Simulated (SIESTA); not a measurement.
HfB2:

```
CELL_PARAMETERS angstrom
3.14000 0.00000 0.00000
-1.57000 2.71932 0.00000
0.00000 0.00000 3.48000
ATOMIC_POSITIONS crystal
Hf 0.00000 0.00000 0.00000
B 0.66667 0.33333 0.50000
B 0.33333 0.66667 0.50000
```

Base run:

* Program: SIESTA 5.4.2
* Functional: PBE
* Potentials or basis: PseudoDojo 0.4 standard (PBE files)
* Basis: SZP (energy shift 0.003 Ry)
* Grid cutoff: 800 Ry
* Energy shift: 0.003 Ry
* k mesh: 7 × 7 × 6
* Occupations: fermi-dirac, width 0.05 eV
* Spin: no spin polarisation

Its results: band gap on the k mesh none (metal or under the smearing width); pressure 6.6 GPa.

After a change of settings the same cell gave: band gap on the k mesh none (metal or under the smearing width); pressure 10.7 GPa. Which change was it?
A. basis from SZP (energy shift 0.003 Ry) to DZP (energy shift 0.003 Ry; two zetas on semicore shells)
B. basis from SZP (energy shift 0.003 Ry) to DZDP (energy shift 0.003 Ry; two zetas on semicore shells)
C. basis from SZP (energy shift 0.003 Ry) to SZ (energy shift 0.003 Ry)
D. basis from SZP (energy shift 0.003 Ry) to DZ (energy shift 0.003 Ry; two zetas on semicore shells)

C.

Caveats: short orbitals over semicore shells can move pressures by several GPa; the basis of atomic orbitals isn't converged, which shifts pressures, moduli and gaps; the basis has no polarisation orbitals (some runs).
